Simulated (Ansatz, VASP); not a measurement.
**Mo in VASP and in Ansatz**

Contents of INCAR:

```
SYSTEM = Mo
ALGO     = Fast           ! electronic algorithm
EDIFF    = 1E-6           ! SCF threshold, eV
ENCUT    = 520            ! plane-wave cutoff, eV
GGA      = PE             ! functional
ISIF     = 2              ! what is computed and relaxed
ISMEAR   = 0              ! smearing method
LASPH    = .TRUE.         ! aspherical terms in the spheres
LCHARG   = .FALSE.        ! write CHGCAR
LREAL    = .FALSE.        ! projectors in reciprocal space
LWAVE    = .FALSE.        ! write WAVECAR
NBANDS   = 13             ! bands
NELM     = 80             ! most SCF steps
PREC     = Accurate       ! precision mode
SIGMA    = 0.15           ! smearing width, eV
```

Contents of KPOINTS:

```
k-points
0
G
  22 22 22
  0 0 0
```

POSCAR

```
Mo
1.0
   -1.5802339370      1.5802339370      1.5802339370
    1.5802339370     -1.5802339370      1.5802339370
    1.5802339370      1.5802339370     -1.5802339370
Mo
1
Direct
    0.0000000000      0.0000000000      0.0000000000
```

Input for Ansatz:

```yaml
crystal:
  lattice:
    - [-1.580233937, 1.580233937, 1.580233937]
    - [1.580233937, -1.580233937, 1.580233937]
    - [1.580233937, 1.580233937, -1.580233937]
  atoms:
    - { symbol: Mo, position: [0.0, 0.0, 0.0] }
basis:
  ecutwfc: 420
kpoints:
  mp_grid: { grid: [22, 22, 22] }
hamiltonian:
  xc: pbe
  pseudopotentials: { kind: paw, azcp: { folder: soft_1 } }
scf:
  occupations: { method: gaussian, width: 0.15 }
output:
  forces: true
  stress: true
  eigenvalues: true
  write_density: true
  write_potential: true
  elf: true
  volumetric_format: npy
```

Alike in both runs: task single point; functional PBE; k mesh 22 × 22 × 22; occupations gaussian, width 0.15 eV; no spin polarisation.

```csv
,VASP,Ansatz
version,VASP 6.6.1,Ansatz 0.2.0
potentials or method,"VASP PAW PBE potentials, release 64 (Mo_sv)","scalar-relativistic, plane waves, PAW"
plane-wave cutoff (eV),520,420
valence electrons in the cell,14,14
```

Ansatz gave:

* gap on the k mesh at the Fermi level (eV): none
* pressure (GPa): 0.1

Which values does VASP return?

gap on the k mesh at the Fermi level (eV): none; pressure (GPa): 0.6.

A gap of «none» marks a metal or a gap that the smearing closes.
